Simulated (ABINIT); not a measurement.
An input for ABINIT 10.8.3 (SiC (F-43m)):

```
acell 3*1.0 Angstrom
rprim 
  -0.000000000000 2.179000000000 2.179000000000
  2.179000000000 0.000000000000 2.179000000000
  2.179000000000 2.179000000000 -0.000000000000
ntypat 2
znucl 14 6
natom 2
typat 1 2
xred 
  0.000000000000 0.000000000000 0.000000000000
  0.250000000000 0.250000000000 0.250000000000
pp_dirpath "pseudos"
pseudos "Si.upf, C.upf"
ecut 37
ngkpt 6 6 6
nshiftk 1
shiftk 0 0 0
kptopt 1
chksymbreak 0
istwfk *1
occopt 1
irdwfk 1
optdriver 4
nband 99
gwcalctyp 27
ecutsigx 37
symsigma 0
nkptgw 16
kptgw 
  0.0000000000 0.0000000000 0.0000000000
  0.1666666667 0.0000000000 0.0000000000
  0.3333333333 0.0000000000 0.0000000000
  0.5000000000 0.0000000000 0.0000000000
  0.1666666667 0.1666666667 0.0000000000
  0.3333333333 0.1666666667 0.0000000000
  0.5000000000 0.1666666667 0.0000000000
  -0.3333333333 0.1666666667 0.0000000000
  -0.1666666667 0.1666666667 0.0000000000
  0.3333333333 0.3333333333 0.0000000000
  0.5000000000 0.3333333333 0.0000000000
  -0.3333333333 0.3333333333 0.0000000000
  0.5000000000 0.5000000000 0.0000000000
  0.5000000000 0.3333333333 0.1666666667
  -0.3333333333 0.3333333333 0.1666666667
  -0.3333333333 0.5000000000 0.1666666667
bdgw 
  1 14
  1 14
  1 14
  1 14
  1 14
  1 14
  1 14
  1 14
  1 14
  1 14
  1 14
  1 14
  1 14
  1 14
  1 14
  1 14
ecuteps 8
irdscr 1
irdqps 1
rhoqpmix 0.3
indata_prefix "in"
outdata_prefix "out"
tmpdata_prefix "tmp"
```

```sh
OMP_NUM_THREADS=1 mpirun -n 4 abinit run.abi > log
```

Q: Estimate wall time and host memory on 4 MPI ranks of Intel Xeon Platinum 8375C at 2.90GHz (Ice Lake), shared host.

It took 2.1 min; on shared hardware allow 64 s to 4.2 min. Peak host memory was 0.95 GiB.

[Paths, hosts, dates, memory and timing lines, banners, echoed tables and standing remarks are left out of the program output.]

[Logs are printed without paths, hosts, clocks, repeated set-up lines and the standing remarks that a program may print on its own settings, such as how far it seeks lower states.]

[Runs of the session that timed out or met a known fault of the program may be left out.]

[Hosts, paths, dates, database ids (printed as entryN), source tags and the programs' standing remarks are cut or masked in the printed files.]

[G0W0 gaps are taken among the corrected bands and points alone; a level outside them can change the order at an edge.]

[Where Ansatz stands beside ABINIT at settings called matched, ABINIT's density can come from a denser mesh and the files from another edition; pairs whose starting gaps differed by over 0.03 eV were left out, so agreement reads better than it is.]
